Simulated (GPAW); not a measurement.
InAs:

```
In As
1.0
     0.00000    3.01800    3.01800
     3.01800    0.00000    3.01800
     3.01800    3.01800    0.00000
In As
1 1
Cartesian
  0.0000 0.0000 0.0000
  1.5090 1.5090 1.5090
```

Base run:

| Quantity | Value |
| --- | --- |
| Program | GPAW 26.7.0 |
| Functional | AM05 |
| Potentials or basis | PAW data sets generated in the run's folder for this functional |
| Cutoff | 600 eV |
| Basis | pw |
| k mesh | 6 × 6 × 6 |
| Occupations | fermi-dirac, width 0.05 eV |
| Spin | spin-orbit coupling, no magnetisation |

Its results: pressure 1.7 GPa.

Task: The run is repeated on the same cell with these changes: functional from AM05 to OLYP; band points from 60 to 80. What comes out?

Result: Pressure 5.1 GPa.

Caveats: spin-orbit coupling was added after a scalar SCF, so levels and gaps hold it while energy, forces, pressure and moments don't.

Not every run made on this cell is shown here.
